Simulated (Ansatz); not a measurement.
**Band table of BaTiO3**

```
CELL_PARAMETERS angstrom
3.98642 0.00000 0.00000
0.00000 3.98642 0.00000
0.00000 0.00000 4.00456
ATOMIC_POSITIONS crystal
Ba 0.00000 0.00000 0.00000
Ti 0.50000 0.50000 0.48200
O 0.50000 0.50000 0.01600
O 0.50000 0.00000 0.51500
O 0.00000 0.50000 0.51500
```

Atoms are numbered in the order listed.

The cell is COD entry 2100858, as deposited and not checked against the literature; nothing was relaxed. The listed cell was then made from it by scaling, straining or moving an atom.

Spin–orbit coupling is left out, though it moves levels of the heavy atoms by tenths of an eV or more.

Method: DFT, PBE, all-electron LAPW, scalar-relativistic in Ansatz 0.2.0.

Numerical set-up: a Γ-centred 7×7×7 k mesh, Fermi–Dirac smearing of 0.08 eV, basis error target 1 meV/atom, no spin polarisation.

Path points, in fractions of the reciprocal vectors: Γ (0.000, 0.000, 0.000), X (0.000, 0.500, 0.000), M (0.500, 0.500, 0.000), Z (0.000, 0.000, 0.500), R (0.000, 0.500, 0.500), A (0.500, 0.500, 0.500). Levels in eV from the valence-band top; bands 22 to 42, counted from the lowest band of the run. The gap is 1.85 eV, indirect from A (0.5, 0.5, 0.5) to Γ.

```
# k(1/Å) point b22 b23 b24 b25 b26 b27 b28 b29 b30 b31 b32 b33 b34 b35 b36 b37 b38 b39 b40 b41 b42
0.000 Γ -16.91 -16.28 -16.19 -9.88 -9.88 -9.87 -2.31 -2.30 -2.30 -1.32 -1.32 -1.19 -0.32 -0.29 -0.29 1.85 2.15 2.15 4.11 4.26 5.08
0.158 - -16.92 -16.27 -16.19 -9.86 -9.86 -9.84 -2.48 -2.33 -2.33 -1.46 -1.41 -1.25 -0.56 -0.39 -0.29 2.06 2.16 2.24 4.21 4.46 5.27
0.315 - -16.96 -16.25 -16.15 -9.82 -9.81 -9.73 -2.91 -2.42 -2.41 -1.71 -1.60 -1.43 -0.99 -0.59 -0.47 2.18 2.54 2.59 4.22 5.03 5.78
0.473 - -17.05 -16.24 -16.05 -9.76 -9.76 -9.60 -3.42 -2.59 -2.56 -1.95 -1.74 -1.64 -1.42 -0.80 -0.67 2.22 3.05 3.07 4.22 5.55 6.41
0.630 - -17.14 -16.23 -15.94 -9.71 -9.71 -9.50 -3.82 -2.75 -2.70 -2.13 -1.83 -1.81 -1.65 -0.94 -0.80 2.25 3.43 3.47 4.21 5.87 6.95
0.788 X -17.17 -16.22 -15.89 -9.70 -9.70 -9.46 -3.97 -2.82 -2.76 -2.21 -1.91 -1.82 -1.70 -1.00 -0.85 2.26 3.57 3.62 4.20 5.98 7.18
0.946 - -17.13 -16.21 -15.92 -9.73 -9.67 -9.51 -3.99 -2.83 -2.75 -2.54 -2.13 -1.74 -1.27 -1.22 -0.80 2.35 3.59 3.63 4.40 6.12 7.27
1.103 - -17.01 -16.19 -15.98 -9.79 -9.63 -9.62 -4.04 -3.14 -3.01 -2.75 -2.20 -1.62 -1.51 -0.96 -0.69 2.66 3.62 3.67 4.68 6.54 7.52
1.261 - -16.84 -16.16 -16.05 -9.86 -9.78 -9.55 -4.11 -3.61 -3.41 -2.73 -2.43 -1.57 -1.33 -1.11 -0.31 3.10 3.64 3.80 4.81 7.12 7.86
1.419 - -16.70 -16.14 -16.11 -9.91 -9.89 -9.50 -4.22 -3.92 -3.71 -2.71 -2.62 -1.69 -1.09 -1.05 -0.11 3.49 3.64 3.96 4.83 7.58 8.00
1.576 M -16.64 -16.14 -16.14 -9.93 -9.93 -9.48 -4.30 -4.02 -3.80 -2.70 -2.70 -1.75 -0.99 -0.99 -0.05 3.65 3.65 4.04 4.81 7.75 7.88
1.799 - -16.74 -16.14 -16.11 -9.92 -9.83 -9.52 -4.13 -3.80 -3.65 -2.67 -2.59 -1.65 -1.20 -1.03 -0.16 3.45 3.53 3.88 4.84 7.43 7.88
2.022 - -16.88 -16.16 -16.12 -9.91 -9.66 -9.61 -3.75 -3.27 -3.12 -2.58 -2.29 -1.77 -1.11 -1.09 -0.39 3.00 3.18 3.45 4.81 6.61 7.19
2.245 - -16.93 -16.20 -16.18 -9.89 -9.75 -9.60 -3.20 -2.78 -2.46 -2.25 -1.88 -1.63 -1.18 -0.66 -0.50 2.52 2.70 2.86 4.64 5.55 6.32
2.468 - -16.92 -16.26 -16.19 -9.88 -9.84 -9.77 -2.59 -2.41 -2.35 -1.63 -1.49 -1.21 -0.84 -0.38 -0.34 2.18 2.26 2.28 4.39 4.57 5.46
2.691 Γ -16.91 -16.28 -16.19 -9.88 -9.88 -9.87 -2.31 -2.30 -2.30 -1.32 -1.32 -1.19 -0.32 -0.29 -0.29 1.85 2.15 2.15 4.11 4.26 5.08
2.848 - -16.91 -16.28 -16.19 -9.86 -9.86 -9.83 -2.49 -2.33 -2.33 -1.43 -1.43 -1.27 -0.54 -0.33 -0.33 1.87 2.32 2.32 4.11 4.52 5.27
3.004 - -16.93 -16.26 -16.18 -9.82 -9.82 -9.72 -2.95 -2.43 -2.43 -1.65 -1.65 -1.48 -1.01 -0.43 -0.43 1.90 2.72 2.72 4.11 5.09 5.75
3.161 - -17.00 -16.17 -16.17 -9.77 -9.77 -9.58 -3.50 -2.58 -2.58 -1.84 -1.84 -1.71 -1.48 -0.55 -0.55 1.94 3.19 3.19 4.11 5.65 6.37
3.318 - -17.08 -16.16 -16.07 -9.73 -9.73 -9.47 -3.92 -2.73 -2.73 -1.95 -1.95 -1.88 -1.79 -0.64 -0.64 1.97 3.54 3.54 4.11 6.04 6.90
3.475 Z -17.11 -16.16 -16.02 -9.71 -9.71 -9.43 -4.08 -2.79 -2.79 -1.99 -1.99 -1.94 -1.91 -0.67 -0.67 1.99 3.68 3.68 4.11 6.18 7.12
3.633 - -17.07 -16.15 -16.04 -9.73 -9.69 -9.48 -4.10 -2.88 -2.78 -2.52 -2.07 -1.83 -1.33 -0.84 -0.80 2.18 3.65 3.68 4.32 6.30 7.21
3.790 - -16.94 -16.14 -16.10 -9.80 -9.63 -9.60 -4.13 -3.31 -2.86 -2.77 -2.29 -1.56 -1.10 -1.06 -0.80 2.62 3.68 3.68 4.66 6.67 7.46
3.948 - -16.76 -16.18 -16.12 -9.86 -9.74 -9.56 -4.17 -3.76 -3.30 -2.76 -2.53 -1.40 -1.24 -1.03 -0.43 3.10 3.69 3.80 4.86 7.17 7.80
4.106 - -16.60 -16.24 -16.12 -9.91 -9.85 -9.51 -4.24 -4.02 -3.69 -2.81 -2.65 -1.61 -0.98 -0.90 -0.22 3.47 3.70 3.96 4.94 7.58 8.04
4.263 R -16.53 -16.26 -16.14 -9.93 -9.89 -9.48 -4.30 -4.09 -3.84 -2.87 -2.66 -1.69 -0.87 -0.85 -0.16 3.61 3.70 4.03 4.96 7.72 7.93
4.421 - -16.48 -16.24 -16.12 -10.00 -9.96 -9.62 -4.30 -3.90 -3.84 -2.82 -2.61 -1.95 -0.82 -0.80 -0.16 3.67 3.72 4.05 5.27 7.69 7.85
4.578 - -16.34 -16.20 -16.08 -10.18 -10.15 -9.93 -4.31 -3.83 -3.45 -2.81 -2.49 -2.43 -0.68 -0.64 -0.15 3.81 3.84 4.11 5.96 7.55 7.70
4.736 - -16.18 -16.14 -16.02 -10.39 -10.37 -10.27 -4.34 -3.83 -3.30 -2.93 -2.46 -2.40 -0.45 -0.37 -0.13 4.01 4.02 4.18 6.56 7.35 7.49
4.894 - -16.11 -16.02 -15.98 -10.56 -10.55 -10.51 -4.42 -3.83 -3.68 -2.55 -2.41 -2.36 -0.22 -0.12 -0.11 4.18 4.19 4.24 6.70 6.96 7.08
5.051 A -16.09 -15.96 -15.96 -10.62 -10.62 -10.59 -4.49 -3.84 -3.78 -2.40 -2.40 -2.35 -0.12 -0.12 0.00 4.26 4.26 4.26 6.61 6.84 6.84
5.274 - -16.13 -16.08 -15.98 -10.55 -10.47 -10.40 -4.36 -3.76 -3.64 -2.67 -2.42 -2.36 -0.25 -0.22 -0.18 4.10 4.16 4.17 6.85 6.97 7.27
5.497 - -16.41 -16.16 -16.03 -10.34 -10.16 -9.93 -4.20 -3.49 -3.29 -3.11 -2.43 -2.29 -0.68 -0.51 -0.41 3.67 3.93 3.96 6.48 7.12 7.95
5.720 - -16.76 -16.14 -16.10 -10.06 -9.80 -9.62 -4.14 -3.44 -2.93 -2.89 -2.40 -1.84 -0.99 -0.85 -0.82 3.03 3.72 3.76 5.50 6.84 7.83
5.943 - -17.02 -16.14 -16.06 -9.81 -9.64 -9.53 -4.11 -2.97 -2.79 -2.64 -2.29 -1.43 -1.27 -1.07 -0.85 2.34 3.65 3.68 4.56 6.39 7.31
6.166 Z -17.11 -16.16 -16.02 -9.71 -9.71 -9.43 -4.08 -2.79 -2.79 -1.99 -1.99 -1.94 -1.91 -0.67 -0.67 1.99 3.68 3.68 4.11 6.18 7.12
6.388 - -17.04 -16.16 -16.09 -9.76 -9.71 -9.50 -3.94 -2.84 -2.72 -2.43 -2.04 -1.76 -1.31 -0.78 -0.77 2.16 3.52 3.54 4.32 6.16 6.99
6.611 - -16.89 -16.23 -16.13 -9.87 -9.70 -9.57 -3.61 -3.08 -2.61 -2.59 -2.15 -1.50 -1.09 -0.95 -0.61 2.58 3.21 3.24 4.64 6.13 6.76
6.833 - -16.92 -16.24 -16.09 -9.86 -9.70 -9.58 -3.56 -3.05 -2.66 -2.61 -2.08 -1.51 -1.13 -1.04 -0.61 2.75 3.08 3.23 4.67 6.06 6.78
7.055 - -17.09 -16.22 -15.96 -9.74 -9.70 -9.52 -3.84 -2.78 -2.75 -2.52 -1.90 -1.74 -1.29 -1.03 -0.91 2.41 3.44 3.48 4.39 5.99 7.04
7.278 X -17.17 -16.22 -15.89 -9.70 -9.70 -9.46 -3.97 -2.82 -2.76 -2.21 -1.91 -1.82 -1.70 -1.00 -0.85 2.26 3.57 3.62 4.20 5.98 7.18
```
